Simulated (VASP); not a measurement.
# Tl (Fm-3m) in VASP: notebook

The runs below take Tl through single point, with PBE, BLYP.

All numbers are computed with VASP 6.6.1; they aren't measurements. Logs are shortened: lines on timing, memory, paths and dates and some standing lists are left out, and cuts for length are marked.

## 1. The structure

Symmetry: Fm-3m, No. 225, cubic system. Conventional cell: a = 4.933 Å, b = 4.933 Å, c = 4.933 Å, α = 90.00°, β = 90.00°, γ = 90.00°. Around Tl (site symmetry m-3m) lie 12 Tl at 3.49 Å.

This isn't the form of Tl at room conditions, which is hcp.

## 2. Single point, PBE

Input file INCAR:

```
SYSTEM = Tl
  PREC = Accurate
  ENCUT = 500
  EDIFF = 1E-6
  ISMEAR = 0
  SIGMA = 0.05
  LREAL = .FALSE.
  LASPH = .TRUE.
  NELM = 80
  ALGO = Normal
  ISIF = 2
  LWAVE = .FALSE.
  LCHARG = .FALSE.
  GGA = PE
  NBANDS = 8
```

Input file KPOINTS:

```
Automatic mesh
0
G
  9 9 9
  0 0 0
```

Input file POSCAR:

```
Tl
1.0
    0.0000000000      2.4663412330      2.4663412330
    2.4663412330      0.0000000000      2.4663412330
    2.4663412330      2.4663412330      0.0000000000
Tl
1
Cartesian
    0.0000000000      0.0000000000      0.0000000000
```

Potentials or basis: VASP PAW PBE potentials, release 64 (Tl).

Launch:

```console
$ cat potpaw_PBE.64/Tl/POTCAR > POTCAR
$ mpirun -np 1 vasp_std > vasp.out
```

OUTCAR:

```text
SYSTEM = Tl
   PREC = Accurate
   ENCUT = 500
   EDIFF = 1E-6
   ISMEAR = 0
   LREAL = .FALSE.
   LASPH = .TRUE.
   NELM = 80
   ISIF = 2
   GGA = PE

 ion  position               nearest neighbor table
   1  0.000  0.000  0.000-

  LATTYP: Found a face centered cubic cell.
 ALAT       =     4.9326824660

  Lattice vectors:

 A1 = (   0.0000000000,   2.4663412330,   2.4663412330)
 A2 = (   2.4663412330,   0.0000000000,   2.4663412330)
 A3 = (   2.4663412330,   2.4663412330,   0.0000000000)

Analysis of symmetry for initial positions (statically):
=====================================================================
 Subroutine PRICEL returns:
 Original cell was already a primitive cell.

 Routine SETGRP: Setting up the symmetry group for a
 face centered cubic supercell.

 Subroutine GETGRP returns: Found 48 space group operations
 (whereof 48 operations were pure point group operations)
 out of a pool of 48 trial point group operations.

The static configuration has the point symmetry O_h .

Analysis of symmetry for dynamics (positions and initial velocities):
=====================================================================
 Subroutine PRICEL returns:
 Original cell was already a primitive cell.

 Routine SETGRP: Setting up the symmetry group for a
 face centered cubic supercell.

 Subroutine GETGRP returns: Found 48 space group operations
 (whereof 48 operations were pure point group operations)
 out of a pool of 48 trial point group operations.

The dynamic configuration has the point symmetry O_h .

 Subroutine INISYM returns: Found 48 space group operations
 (whereof 48 operations are pure point group operations),
 and found     1 'primitive' translations

----------------------------------------------------------------------------------------

                                     Primitive cell

  volume of cell :      30.0047

  direct lattice vectors                    reciprocal lattice vectors
     0.000000000  2.466341233  2.466341233    -0.202729449  0.202729449  0.202729449
     2.466341233  0.000000000  2.466341233     0.202729449 -0.202729449  0.202729449
     2.466341233  2.466341233  0.000000000     0.202729449  0.202729449 -0.202729449

  length of vectors
     3.487933221  3.487933221  3.487933221     0.351137706  0.351137706  0.351137706

  position of ions in fractional coordinates (direct lattice)
     0.000000000  0.000000000  0.000000000

  ion indices of the primitive-cell ions
   primitive index   ion index
                 1           1

----------------------------------------------------------------------------------------

 KPOINTS: Automatic mesh

Automatic generation of k-mesh.
 Grid dimensions read from file:
 generate k-points for:    9    9    9

 Generating k-lattice:

  Cartesian coordinates                     Fractional coordinates (reciprocal lattice)
    -0.022525494  0.022525494  0.022525494     0.111111111  0.000000000  0.000000000
     0.022525494 -0.022525494  0.022525494     0.000000000  0.111111111  0.000000000
     0.022525494  0.022525494 -0.022525494     0.000000000  0.000000000  0.111111111

  Length of vectors
     0.039015301  0.039015301  0.039015301

  Shift w.r.t. Gamma in fractional coordinates (k-lattice)
     0.000000000  0.000000000  0.000000000

 Subroutine IBZKPT returns following result:
 ===========================================

 Found     35 irreducible k-points:

 Following reciprocal coordinates:
            Coordinates               Weight
  0.000000  0.000000  0.000000      1.000000
  0.111111  0.000000  0.000000      8.000000
  0.222222  0.000000  0.000000      8.000000
  0.333333  0.000000  0.000000      8.000000
  0.444444  0.000000  0.000000      8.000000
  0.111111  0.111111  0.000000      6.000000
[... 27 lines left out ...]
 -0.333333  0.444444  0.111111     24.000000
 -0.333333  0.444444  0.222222     24.000000
   k-points           NKPTS =     35   k-points in BZ     NKDIM =     35   number of bands    NBANDS=      8
   number of dos      NEDOS =    301   number of ions     NIONS =      1
   total plane-waves  NPLWV =  21952
   dimension x,y,z NGX =    28 NGY =   28 NGZ =   28
   dimension x,y,z NGXF=    56 NGYF=   56 NGZF=   56
   ions per type =               1
   NGX,Y,Z   is equivalent  to a cutoff of  13.35, 13.35, 13.35 a.u.
   NGXF,Y,Z  is equivalent  to a cutoff of  26.69, 26.69, 26.69 a.u.
 SYSTEM =  Tl
   PREC   = accura    normal or accurate (medium, high low for compatibility)
   ISTART =      0    job   : 0-new  1-cont  2-samecut
   ICHARG =      2    charge: 1-file 2-atom 10-const
   ISPIN  =      1    spin polarized calculation?
   LNONCOLLINEAR =      F non collinear calculations
   LSORBIT =      F    spin-orbit coupling
   LASPH  =      T    aspherical Exc in radial PAW
   ENCUT  =  500.0 eV  36.75 Ry    6.06 a.u.   6.36  6.36  6.36*2*pi/ulx,y,z
   NELM   =     80;   NELMIN=  2; NELMDL= -5     # of ELM steps
   EDIFF  = 0.1E-05   stopping-criterion for ELM
   LREAL  =      F    real-space projection
   EDIFFG = 0.1E-04   stopping-criterion for IOM
   NSW    =      0    number of steps for IOM
   IBRION =     -1    ionic relax: 0-MD 1-quasi-New 2-CG
   NFREE  =      0    steps in history (QN), initial steepest desc. (CG)
   ISIF   =      2    stress and relaxation
   ISYM   =      2    0-nonsym 1-usesym 2-fastsym
   POTIM  = 0.5000    time-step for ionic-motion
   TEBEG  =    0.0;   TEEND  =   0.0 temperature during run
   PSTRESS=    0.0 pullay stress
   NELECT =       3.0000    total number of electrons
   NUPDOWN=      -1.0000    fix difference up-down
   EMIN   =  10.00;   EMAX   =-10.00  energy-range for DOS
   EFERMI =   0.00;   METHOD = LEGACY
   ISMEAR =     0;   SIGMA  =   0.05  broadening in eV -4-tet -1-fermi 0-gaus
   EFERMI_NEDOS =   21; number of points for ismear=-14 and -15
   IALGO  =     38    algorithm
   IMIX   =      4    mixing-type and parameters
     AMIX     =   0.40;   BMIX     =  1.00
     AMIX_MAG =   1.60;   BMIX_MAG =  1.00
  volume/ion in A,a.u.               =      30.00       202.48
  Fermi-wavevector in a.u.,A,eV,Ry     =   0.759834  1.435878  7.855294  0.577348
  Thomas-Fermi vector in A             =   1.858717
   LORBIT       =      0    0 simple, 1 ext, 2 COOP (PROOUT), +10 PAW based schemes
   GGA     = PE    functional components
   LHFCALC =     F    Hartree Fock is set to
   AEXX    =    0.0000 exact exchange contribution
   IVDW    =     0    specifies the selected vdW correction
   LEPSILON=     F    determine dielectric tensor
   LRPA    =     F    only Hartree local field effects (RPA)
 non-spin polarized calculation
 Gauss-broadening in eV      SIGMA  =   0.05
  energy-cutoff  :      500.00
  volume of cell :       30.00
 maximum number of plane-waves:       775
 NGX is ok and might be reduce to    28
   NGX = 13   NGY = 13   NGZ = 13

 number of electron       3.0000000 magnetization

 Free energy of the ion-electron system (eV)
  ---------------------------------------------------
  ext. energy  EPLUGINS =         0.00000000
  ---------------------------------------------------
  free energy    TOTEN  =        -2.22541489 eV

  energy without entropy =       -2.22494969  energy(sigma->0) =       -2.22518229

 E-fermi :   4.1571     XC(G=0):  -9.6522

 val. band max:        4.0433475561   @ k =  -0.4444   0.3333   0.1111
 cond. band min:       4.2038326035   @ k =  -0.3333   0.4444   0.2222
 fundamental gap:      0.1604850473
 Fermi energy:         4.1571347134

 k-point     1 :       0.0000    0.0000    0.0000
  band No.  band energies     occupation
      1      -5.5288      2.00000
      2      13.9188      0.00000
      3      13.9188      0.00000
      4      13.9188      0.00000
      5      14.3778      0.00000
      6      14.3778      0.00000
      7      14.3778      0.00000
      8      15.0705      0.00000

 k-point     2 :       0.1111    0.0000    0.0000
  band No.  band energies     occupation
      1      -5.2774      2.00000
      2      11.3633      0.00000
      3      13.3611      0.00000
      4      13.3611      0.00000
      5      14.2034      0.00000
      6      15.0324      0.00000
      7      15.0324      0.00000
      8      15.7795      0.00000

 k-point     3 :       0.2222    0.0000    0.0000
  band No.  band energies     occupation
      1      -4.5182      2.00000
      2       7.9541      0.00000
      3      12.7722      0.00000
      4      12.7722      0.00000
      5      13.8340      0.00000
      6      15.0331      0.00000
      7      15.0331      0.00000
      8      15.9618      0.00000

 k-point     4 :       0.3333    0.0000    0.0000
  band No.  band energies     occupation
      1      -3.2576      2.00000
      2       4.6638      0.00000
      3      12.3256      0.00000
      4      12.3256      0.00000
      5      13.7240      0.00000
      6      14.3942      0.00000
      7      14.3942      0.00000
      8      15.5073      0.00000

 k-point     5 :       0.4444    0.0000    0.0000
  band No.  band energies     occupation
      1      -1.6863      2.00000
      2       2.0062      2.00000
      3      12.0640      0.00000
      4      12.0640      0.00000
      5      13.8568      0.00000
      6      14.0198      0.00000
      7      14.0198      0.00000
      8      14.6311      0.00000

 k-point     6 :       0.1111    0.1111    0.0000
  band No.  band energies     occupation
      1      -5.1936      2.00000
      2      12.3785      0.00000
      3      12.3785      0.00000
      4      12.4275      0.00000
      5      13.2982      0.00000
      6      15.0553      0.00000
      7      15.6812      0.00000
      8      15.6812      0.00000

 k-point     7 :       0.2222    0.1111    0.0000
  band No.  band energies     occupation
      1      -4.6037      2.00000
      2       9.1975      0.00000
      3      11.6021      0.00000
      4      12.1583      0.00000
      5      13.6944      0.00000
      6      14.3781      0.00000
      7      15.6710      0.00000
      8      15.9209      0.00000

 k-point     8 :       0.3333    0.1111    0.0000
  band No.  band energies     occupation
      1      -3.5075      2.00000
      2       5.8836      0.00000
      3      11.1363      0.00000
      4      11.4354      0.00000
      5      13.0686      0.00000
      6      15.4164      0.00000
      7      15.4485      0.00000
      8      15.5134      0.00000

 k-point     9 :       0.4444    0.1111    0.0000
  band No.  band energies     occupation
      1      -1.9938      2.00000
      2       2.9960      2.00000
      3      10.6156      0.00000
      4      11.0753      0.00000
      5      12.8266      0.00000
      6      14.9042      0.00000
      7      15.3533      0.00000
      8      16.2161      0.00000

 k-point    10 :      -0.4444    0.1111    0.0000
  band No.  band energies     occupation
      1      -1.1465      2.00000
      2       1.7992      2.00000
      3      10.0059      0.00000
      4      11.4800      0.00000
      5      13.0248      0.00000
      6      14.5459      0.00000
      7      15.0698      0.00000
      8      16.2036      0.00000
[... 199 lines left out ...]
 k-point    29 :       0.4444    0.3333    0.1111
  band No.  band energies     occupation
      1      -2.1807      2.00000
      2       5.8548      0.00000
      3       7.8493      0.00000
      4       8.9564      0.00000
      5      13.0354      0.00000
      6      13.0964      0.00000
      7      16.1314      0.00000
      8      17.1863      0.00000

 k-point    30 :      -0.4444    0.3333    0.1111
  band No.  band energies     occupation
      1      -0.7863      2.00000
      2       4.0433      1.99871
      3       6.6488      0.00000
      4       8.2636      0.00000
      5      13.0973      0.00000
      6      14.7755      0.00000
      7      15.6950      0.00000
      8      17.0430      0.00000

 k-point    31 :      -0.3333    0.3333    0.1111
  band No.  band energies     occupation
      1      -0.1520      2.00000
      2       3.3678      2.00000
      3       5.8097      0.00000
      4       8.5692      0.00000
      5      13.4183      0.00000
      6      15.3252      0.00000
      7      16.2137      0.00000
      8      16.4445      0.00000

 k-point    32 :      -0.2222    0.3333    0.1111
  band No.  band energies     occupation
      1      -1.3032      2.00000
      2       4.6797      0.00000
      3       5.9762      0.00000
      4       9.5026      0.00000
      5      14.0149      0.00000
      6      15.0019      0.00000
      7      15.3773      0.00000
      8      16.9456      0.00000

 k-point    33 :      -0.4444    0.4444    0.1111
  band No.  band energies     occupation
      1      -0.1007      2.00000
      2       3.5922      2.00000
      3       7.0671      0.00000
      4       7.3316      0.00000
      5      12.5766      0.00000
      6      12.7653      0.00000
      7      16.7356      0.00000
      8      17.1594      0.00000

 k-point    34 :      -0.3333    0.4444    0.1111
  band No.  band energies     occupation
      1       0.4719      2.00000
      2       3.6010      2.00000
      3       5.2222      0.00000
      4       7.6107      0.00000
      5      12.9111      0.00000
      6      14.6096      0.00000
      7      16.4206      0.00000
      8      16.6416      0.00000

 k-point    35 :      -0.3333    0.4444    0.2222
  band No.  band energies     occupation
      1       0.2750      2.00000
      2       4.2038      0.18656
      3       5.1726      0.00000
      4       6.8304      0.00000
      5      14.7226      0.00000
      6      15.0458      0.00000
      7      15.2076      0.00000
      8      16.3614      0.00000

------------------------ aborting loop because EDIFF is reached ----------------------------------------

  FORCE on cell =-STRESS in cart. coord.  units (eV):
  Direction    XX          YY          ZZ          XY          YZ          ZX
  --------------------------------------------------------------------------------------
  -------------------------------------------------------------------------------------
  Total        0.1811311      0.1811311      0.1811311      0.0000000     -0.0000000      0.0000000
  in kB        9.6719516      9.6719516      9.6719516      0.0000000     -0.0000000      0.0000000
  external PRESSURE =       9.6719516 kB  Pullay stress =       0.0000000 kB

 VOLUME and BASIS-vectors are now :
 -----------------------------------------------------------------------------
  energy-cutoff  :      500.00
  volume of cell :       30.00
      direct lattice vectors                 reciprocal lattice vectors
     0.000000000  2.466341233  2.466341233    -0.202729449  0.202729449  0.202729449
     2.466341233  0.000000000  2.466341233     0.202729449 -0.202729449  0.202729449
     2.466341233  2.466341233  0.000000000     0.202729449  0.202729449 -0.202729449

 POSITION                                       TOTAL-FORCE (eV/Angst)
 -----------------------------------------------------------------------------------
      0.00000      0.00000      0.00000         0.000000      0.000000      0.000000
 -----------------------------------------------------------------------------------
    total drift:                                0.000000      0.000000      0.000000

  FREE ENERGIE OF THE ION-ELECTRON SYSTEM (eV)
  ---------------------------------------------------
  free  energy   TOTEN  =        -2.2254148919 eV

  energy  without entropy=       -2.2249496916  energy(sigma->0) =       -2.22518229
```

Run time: 4 s. Hardware: 1 thread of Intel Xeon 6975P-C (Granite Rapids), shared host; peak memory 0.16 GiB.

What came out:

```yaml
Free_energy: -2.2254 eV
Pressure: 1.0 GPa
Band_gap_on_the_k_mesh: none (metal or under the smearing width)
```

Spin-orbit coupling is left out, which matters for the levels of Tl.

(Part 1 of 3 ends here.)
